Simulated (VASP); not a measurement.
# CoSi2 (Fm-3m) in VASP: a series of runs

The runs below take CoSi2 through single point, relaxation of cell and atoms, with PBE+D3(BJ).

All numbers are computed with VASP 6.6.1; they aren't measurements. Logs are shortened: lines on timing, memory, paths and dates and some standing lists are left out, and cuts for length are marked.

### 1 The structure

The structure is cubic, space group Fm-3m (No. 225). Conventional cell: a = 5.304 Å, b = 5.304 Å, c = 5.304 Å, α = 90.00°, β = 90.00°, γ = 90.00°. Around Co (site symmetry m-3m) lie 8 Si at 2.30 Å. Si (site symmetry -43m) is surrounded by 4 Co at 2.30 Å.

The cell comes from a database or a generator and needn't be the stable form of this composition.

### 2 Single point, PBE+D3(BJ)

File INCAR:

```
ALGO = Normal
EDIFF = 1E-6
ENCUT = 520
GGA = PE
ISIF = 2
ISMEAR = 0
IVDW = 12
LASPH = True
LCHARG = False
LREAL = False
LWAVE = False
NBANDS = 16
NELM = 80
PREC = Accurate
SIGMA = 0.1
```

File KPOINTS:

```
k-points
0
Gamma
  16 16 16
```

File POSCAR:

```
CoSi2
1.0
    0.0000000000      2.6519470545      2.6519470545
    2.6519470545      0.0000000000      2.6519470545
    2.6519470545      2.6519470545      0.0000000000
Co Si
1 2
Direct
    0.0000000000      0.0000000000      0.0000000000
    0.7500000000      0.7500000000      0.7500000000
    0.2500000000      0.2500000000      0.2500000000
```

Potentials or basis: VASP PAW PBE potentials, release 64 (Co, Si).

Command:

```console
$ cat potpaw_PBE.64/Co/POTCAR potpaw_PBE.64/Si/POTCAR > POTCAR
$ mpirun -np 1 vasp_std > vasp.out
```

OUTCAR:

```text
EDIFF = 1E-6
   ENCUT = 520
   GGA = PE
   ISIF = 2
   ISMEAR = 0
   IVDW = 12
   LASPH = True
   LREAL = False
   NELM = 80
   PREC = Accurate
 IVDW          = 12

 ion  position               nearest neighbor table
   1  0.000  0.000  0.000-   2 2.30   2 2.30   2 2.30   2 2.30   3 2.30   3 2.30   3 2.30   3 2.30

   2  0.750  0.750  0.750-   1 2.30   1 2.30   1 2.30   1 2.30   3 2.65   3 2.65   3 2.65   3 2.65
                             3 2.65   3 2.65
   3  0.250  0.250  0.250-   1 2.30   1 2.30   1 2.30   1 2.30   2 2.65   2 2.65   2 2.65   2 2.65
                             2 2.65   2 2.65

  LATTYP: Found a face centered cubic cell.
 ALAT       =     5.3038941090

  Lattice vectors:

 A1 = (   0.0000000000,   2.6519470545,   2.6519470545)
 A2 = (   2.6519470545,   0.0000000000,   2.6519470545)
 A3 = (   2.6519470545,   2.6519470545,   0.0000000000)

Analysis of symmetry for initial positions (statically):
=====================================================================
 Subroutine PRICEL returns:
 Original cell was already a primitive cell.

 Routine SETGRP: Setting up the symmetry group for a
 face centered cubic supercell.

 Subroutine GETGRP returns: Found 48 space group operations
 (whereof 48 operations were pure point group operations)
 out of a pool of 48 trial point group operations.

The static configuration has the point symmetry O_h .

Analysis of symmetry for dynamics (positions and initial velocities):
=====================================================================
 Subroutine PRICEL returns:
 Original cell was already a primitive cell.

 Routine SETGRP: Setting up the symmetry group for a
 face centered cubic supercell.

 Subroutine GETGRP returns: Found 48 space group operations
 (whereof 48 operations were pure point group operations)
 out of a pool of 48 trial point group operations.

The dynamic configuration has the point symmetry O_h .

 Subroutine INISYM returns: Found 48 space group operations
 (whereof 48 operations are pure point group operations),
 and found     1 'primitive' translations

----------------------------------------------------------------------------------------

                                     Primitive cell

  volume of cell :      37.3013

  direct lattice vectors                    reciprocal lattice vectors
     0.000000000  2.651947054  2.651947054    -0.188540717  0.188540717  0.188540717
     2.651947054  0.000000000  2.651947054     0.188540717 -0.188540717  0.188540717
     2.651947054  2.651947054  0.000000000     0.188540717  0.188540717 -0.188540717

  length of vectors
     3.750419491  3.750419491  3.750419491     0.326562102  0.326562102  0.326562102

  position of ions in fractional coordinates (direct lattice)
     0.000000000  0.000000000  0.000000000
     0.750000000  0.750000000  0.750000000
     0.250000000  0.250000000  0.250000000

  ion indices of the primitive-cell ions
   primitive index   ion index
                 1           1
                 2           2
                 3           3

----------------------------------------------------------------------------------------

 KPOINTS: k-points

Automatic generation of k-mesh.
 Grid dimensions read from file:
 generate k-points for:   16   16   16

 Generating k-lattice:

  Cartesian coordinates                     Fractional coordinates (reciprocal lattice)
    -0.011783795  0.011783795  0.011783795     0.062500000  0.000000000  0.000000000
     0.011783795 -0.011783795  0.011783795     0.000000000  0.062500000  0.000000000
     0.011783795  0.011783795 -0.011783795     0.000000000  0.000000000  0.062500000

  Length of vectors
     0.020410131  0.020410131  0.020410131

  Shift w.r.t. Gamma in fractional coordinates (k-lattice)
     0.000000000  0.000000000  0.000000000

 Subroutine IBZKPT returns following result:
 ===========================================

 Found    145 irreducible k-points:

 Following reciprocal coordinates:
            Coordinates               Weight
  0.000000  0.000000  0.000000      1.000000
  0.062500  0.000000  0.000000      8.000000
  0.125000  0.000000  0.000000      8.000000
  0.187500  0.000000  0.000000      8.000000
  0.250000  0.000000  0.000000      8.000000
  0.312500  0.000000  0.000000      8.000000
[... 16 lines left out ...]
 -0.125000  0.062500  0.000000     24.000000
 -0.062500  0.062500  0.000000     12.000000
 [... further k-points ...]
   k-points           NKPTS =    145   k-points in BZ     NKDIM =    145   number of bands    NBANDS=     16
   number of dos      NEDOS =    301   number of ions     NIONS =      3
   total plane-waves  NPLWV =  21952
   dimension x,y,z NGX =    28 NGY =   28 NGZ =   28
   dimension x,y,z NGXF=    56 NGYF=   56 NGZF=   56
   ions per type =               1   2
   NGX,Y,Z   is equivalent  to a cutoff of  12.41, 12.41, 12.41 a.u.
   NGXF,Y,Z  is equivalent  to a cutoff of  24.82, 24.82, 24.82 a.u.
 SYSTEM =  unknown system
   PREC   = accura    normal or accurate (medium, high low for compatibility)
   ISTART =      0    job   : 0-new  1-cont  2-samecut
   ICHARG =      2    charge: 1-file 2-atom 10-const
   ISPIN  =      1    spin polarized calculation?
   LNONCOLLINEAR =      F non collinear calculations
   LSORBIT =      F    spin-orbit coupling
   LASPH  =      T    aspherical Exc in radial PAW
   ENCUT  =  520.0 eV  38.22 Ry    6.18 a.u.   6.97  6.97  6.97*2*pi/ulx,y,z
   NELM   =     80;   NELMIN=  2; NELMDL= -5     # of ELM steps
   EDIFF  = 0.1E-05   stopping-criterion for ELM
   LREAL  =      F    real-space projection
   EDIFFG = 0.1E-04   stopping-criterion for IOM
   NSW    =      0    number of steps for IOM
   IBRION =     -1    ionic relax: 0-MD 1-quasi-New 2-CG
   NFREE  =      0    steps in history (QN), initial steepest desc. (CG)
   ISIF   =      2    stress and relaxation
   ISYM   =      2    0-nonsym 1-usesym 2-fastsym
   POTIM  = 0.5000    time-step for ionic-motion
   TEBEG  =    0.0;   TEEND  =   0.0 temperature during run
   PSTRESS=    0.0 pullay stress
   NELECT =      17.0000    total number of electrons
   NUPDOWN=      -1.0000    fix difference up-down
   EMIN   =  10.00;   EMAX   =-10.00  energy-range for DOS
   EFERMI =   0.00;   METHOD = LEGACY
   ISMEAR =     0;   SIGMA  =   0.10  broadening in eV -4-tet -1-fermi 0-gaus
   EFERMI_NEDOS =   21; number of points for ismear=-14 and -15
   IALGO  =     38    algorithm
   IMIX   =      4    mixing-type and parameters
     AMIX     =   0.40;   BMIX     =  1.00
     AMIX_MAG =   1.60;   BMIX_MAG =  1.00
  volume/ion in A,a.u.               =      12.43        83.91
  Fermi-wavevector in a.u.,A,eV,Ry     =   1.259843  2.380757 21.595213  1.587203
  Thomas-Fermi vector in A             =   2.393382
   LORBIT       =      0    0 simple, 1 ext, 2 COOP (PROOUT), +10 PAW based schemes
   GGA     = PE    functional components
   LHFCALC =     F    Hartree Fock is set to
   AEXX    =    0.0000 exact exchange contribution
   IVDW    =    12    specifies the selected vdW correction
   LEPSILON=     F    determine dielectric tensor
   LRPA    =     F    only Hartree local field effects (RPA)
 non-spin polarized calculation
 Gauss-broadening in eV      SIGMA  =   0.10
  energy-cutoff  :      520.00
  volume of cell :       37.30
 maximum number of plane-waves:      1036
   NGX = 13   NGY = 13   NGZ = 13

 number of electron      17.0000006 magnetization

 Free energy of the ion-electron system (eV)
  ---------------------------------------------------
  ext. energy  EPLUGINS =         0.00000000
  ---------------------------------------------------
  free energy    TOTEN  =       -19.27610952 eV

  energy without entropy =      -19.27097272  energy(sigma->0) =      -19.27354112

 E-fermi :  10.4741     XC(G=0): -11.8820

 val. band max:       10.4718179109   @ k =   0.3750   0.2500   0.0625
 cond. band min:      10.4742900431   @ k =  -0.1250   0.1250   0.0000
 fundamental gap:      0.0024721322
 Fermi energy:        10.4740505336

 k-point     1 :       0.0000    0.0000    0.0000
  band No.  band energies     occupation
      1      -2.8608      2.00000
      2       6.2831      2.00000
      3       6.2831      2.00000
      4       6.2831      2.00000
      5       8.4884      2.00000
      6       8.4884      2.00000
[... 8 lines left out ...]
     15      16.2890      0.00000
     16      16.2890      0.00000

 k-point     2 :       0.0625    0.0000    0.0000
  band No.  band energies     occupation
      1      -2.8001      2.00000
      2       6.1388      2.00000
      3       6.3050      2.00000
      4       6.3050      2.00000
      5       8.4693      2.00000
      6       8.4693      2.00000
[... 8 lines left out ...]
     15      16.0498      0.00000
     16      16.1750      0.00000

 k-point     3 :       0.1250    0.0000    0.0000
  band No.  band energies     occupation
      1      -2.6186      2.00000
      2       5.7337      2.00000
      3       6.3676      2.00000
      4       6.3676      2.00000
      5       8.4210      2.00000
      6       8.4210      2.00000
[... 8 lines left out ...]
     15      15.8880      0.00000
     16      16.2771      0.00000

 k-point     4 :       0.1875    0.0000    0.0000
  band No.  band energies     occupation
      1      -2.3182      2.00000
      2       5.1250      2.00000
      3       6.4612      2.00000
      4       6.4612      2.00000
      5       8.3677      2.00000
      6       8.3677      2.00000
[... 8 lines left out ...]
     15      16.3618      0.00000
     16      17.2634      0.00000

 k-point     5 :       0.2500    0.0000    0.0000
  band No.  band energies     occupation
      1      -1.9026      2.00000
      2       4.3673      2.00000
      3       6.5680      2.00000
      4       6.5680      2.00000
      5       8.3442      2.00000
      6       8.3442      2.00000
[... 8 lines left out ...]
     15      17.2391      0.00000
     16      18.1781      0.00000

 k-point     6 :       0.3125    0.0000    0.0000
  band No.  band energies     occupation
      1      -1.3772      2.00000
      2       3.5126      2.00000
      3       6.6647      2.00000
      4       6.6647      2.00000
      5       8.3861      2.00000
      6       8.3861      2.00000
[... 8 lines left out ...]
     15      18.2347      0.00000
     16      19.1026      0.00000
[... 267 lines left out ...]
 k-point    21 :      -0.2500    0.0625    0.0000
  band No.  band energies     occupation
      1      -1.6868      2.00000
      2       4.1002      2.00000
      3       6.4274      2.00000
      4       6.7211      2.00000
      5       8.1545      2.00000
      6       8.4973      2.00000
[... 8 lines left out ...]
     15      17.6501      0.00000
     16      19.1729      0.00000

 k-point    22 :      -0.1875    0.0625    0.0000
  band No.  band energies     occupation
      1      -2.1391      2.00000
      2       4.8720      2.00000
      3       6.3572      2.00000
      4       6.5954      2.00000
      5       8.1989      2.00000
      6       8.4710      2.00000
[... 8 lines left out ...]
     15      16.8956      0.00000
     16      18.1206      0.00000

 k-point    23 :      -0.1250    0.0625    0.0000
  band No.  band energies     occupation
      1      -2.4780      2.00000
      2       5.5039      2.00000
      3       6.3031      2.00000
      4       6.4686      2.00000
      5       8.2918      2.00000
      6       8.4777      2.00000
[... 8 lines left out ...]
     15      16.4939      0.00000
     16      17.0436      0.00000

 k-point    24 :      -0.0625    0.0625    0.0000
  band No.  band energies     occupation
      1      -2.6991      2.00000
      2       5.9414      2.00000
      3       6.2839      2.00000
      4       6.3672      2.00000
      5       8.3917      2.00000
      6       8.4863      2.00000
[... 8 lines left out ...]
     15      15.9038      0.00000
     16      16.4775      0.00000

 [... further k-points ...]

------------------------ aborting loop because EDIFF is reached ----------------------------------------

 Edisp (eV)   -1.36713

 E8    (eV) :    -0.5756

  FORCE on cell =-STRESS in cart. coord.  units (eV):
  Direction    XX          YY          ZZ          XY          YZ          ZX
  --------------------------------------------------------------------------------------
  -------------------------------------------------------------------------------------
  Total      -0.03149    -0.03149    -0.03149     0.00000    -0.00000     0.00000
  in kB      -1.35236    -1.35236    -1.35236     0.00000    -0.00000     0.00000
  external pressure =       -1.35 kB  Pullay stress =        0.00 kB

 VOLUME and BASIS-vectors are now :
 -----------------------------------------------------------------------------
  energy-cutoff  :      520.00
  volume of cell :       37.30
      direct lattice vectors                 reciprocal lattice vectors
     0.000000000  2.651947054  2.651947054    -0.188540717  0.188540717  0.188540717
     2.651947054  0.000000000  2.651947054     0.188540717 -0.188540717  0.188540717
     2.651947054  2.651947054  0.000000000     0.188540717  0.188540717 -0.188540717

 POSITION                                       TOTAL-FORCE (eV/Angst)
 -----------------------------------------------------------------------------------
      0.00000      0.00000      0.00000        -0.000000      0.000000     -0.000000
      3.97792      3.97792      3.97792         0.000000      0.000000      0.000000
      1.32597      1.32597      1.32597        -0.000000     -0.000000     -0.000000
 -----------------------------------------------------------------------------------
    total drift:                               -0.000000     -0.000000      0.000000

  FREE ENERGIE OF THE ION-ELECTRON SYSTEM (eV)
  ---------------------------------------------------
  free  energy   TOTEN  =       -20.6432348929 eV

  energy  without entropy=      -20.6380980934  energy(sigma->0) =      -20.64066649
```

Wall time 34 s (1 thread of Intel Xeon 6975P-C (Granite Rapids), shared host); peak memory 0.23 GiB.

Results:

| Item | Value |
| --- | --- |
| Free energy | -20.6432 eV |
| Pressure | -0.1 GPa |
| Band gap on the k mesh | none (metal or under the smearing width) |
| Dispersion energy per atom | -0.456 eV |

Levels at points of the mesh, in eV from the Fermi level:
| k point | band 6 | band 7 | band 8 | band 9 | band 10 | band 11 | band 12 | band 13 |
| --- | --- | --- | --- | --- | --- | --- | --- | --- |
| (0.00, 0.00, 0.00) | -1.99 | 1.07 | 3.48 | 3.48 | 3.48 | 3.55 | 3.55 | 3.55 |
| (0.50, 0.00, 0.00) | -1.69 | -1.69 | -0.47 | -0.47 | 2.81 | 3.52 | 3.52 | 4.62 |
| (0.50, 0.50, 0.00) | -2.02 | -2.02 | -1.98 | -1.38 | 1.71 | 2.96 | 8.60 | 9.90 |

Caveat: pairwise dispersion overbinds metals, which lowers pressure and volume.

### 3 Relaxation of cell and atoms, PBE+D3(BJ)

This run uses another cell than the first one, of 12.50 Å³/atom, 1.005 times its volume.

File INCAR:

```
SYSTEM = CoSi2
PREC = Accurate
ENCUT = 600
EDIFF = 1E-6
ISMEAR = 0
SIGMA = 0.1
LREAL = .False.
LASPH = .True.
NELM = 100
ALGO = Fast
ISIF = 3
LWAVE = .False.
LCHARG = .False.
GGA = PE
IVDW = 12
IBRION = 2
NSW = 100
EDIFFG = -0.01
```

File KPOINTS:

```
regular mesh
0
Gamma
  16 16 16
  0 0 0
```

File POSCAR:

```
CoSi2
1.0
    0.0000000000      2.6564197500      2.6564197500
    2.6564197500      0.0000000000      2.6564197500
    2.6564197500      2.6564197500      0.0000000000
Co Si
1 2
Direct
    0.0000000000      0.0000000000      0.0000000000
    0.7500000000      0.7500000000      0.7500000000
    0.2500000000      0.2500000000      0.2500000000
```

Potentials or basis: VASP PAW PBE potentials, release 64 (Co, Si).

Command:

```console
$ cat potpaw_PBE.64/Co/POTCAR potpaw_PBE.64/Si/POTCAR > POTCAR
$ mpirun -np 1 vasp_std > vasp.out
```

Wall time 1.9 min (1 thread of Intel Xeon 6975P-C (Granite Rapids), shared host); peak memory 0.25 GiB.

Results (log left out):

```
Free energy                            : -20.6432 eV
Relaxed volume                         : 12.43 Å³/atom
Relaxed cell                           : a = 3.750 Å, b = 3.750 Å, c = 3.750 Å, α = 60.00°, β = 60.00°, γ = 60.00°
Space group after relaxing (to 0.05 Å) : Fm-3m (No. 225)
Energy gained by relaxing              : 0.3 meV/atom
Ionic steps                            : 4
Pressure after relaxing                : 0.0 GPa
Band gap on the k mesh                 : none (metal or under the smearing width)
Dispersion energy per atom             : -0.456 eV
```

Step by step:
| step | energy change (eV) | largest force (eV/Å) | pressure (GPa) | volume (Å³) |
| --- | --- | --- | --- | --- |
| 1 | 0.0000 | 0.0000 | -1.83 | 37.49 |
| 2 | 0.0041 | 0.0000 | 3.00 | 36.72 |
| 3 | -0.0008 | 0.0000 | 0.26 | 37.25 |
| 4 | -0.0008 | 0.0000 | -0.04 | 37.28 |

Final structure:
```yaml
crystal:
  lattice:
    - [0.00000, 2.65152, 2.65152]
    - [2.65152, 0.00000, 2.65152]
    - [2.65152, 2.65152, 0.00000]
  atoms:
    - { symbol: Co, position: [0.00000, 0.00000, 0.00000] }
    - { symbol: Si, position: [0.75000, 0.75000, 0.75000] }
    - { symbol: Si, position: [0.25000, 0.25000, 0.25000] }
```

Levels at points of the mesh, in eV from the Fermi level:
```
           k point  band 7  band 8  band 9  band 10  band 11  band 12
(0.00, 0.00, 0.00)    1.07    3.48    3.48     3.48     3.55     3.55
(0.50, 0.00, 0.00)   -1.69   -0.47   -0.47     2.81     3.52     3.52
(0.50, 0.50, 0.00)   -2.02   -1.98   -1.38     1.72     2.96     8.60
```

Caveat: pairwise dispersion overbinds metals, which lowers pressure and volume.

(Continued in part 2 of 2.)
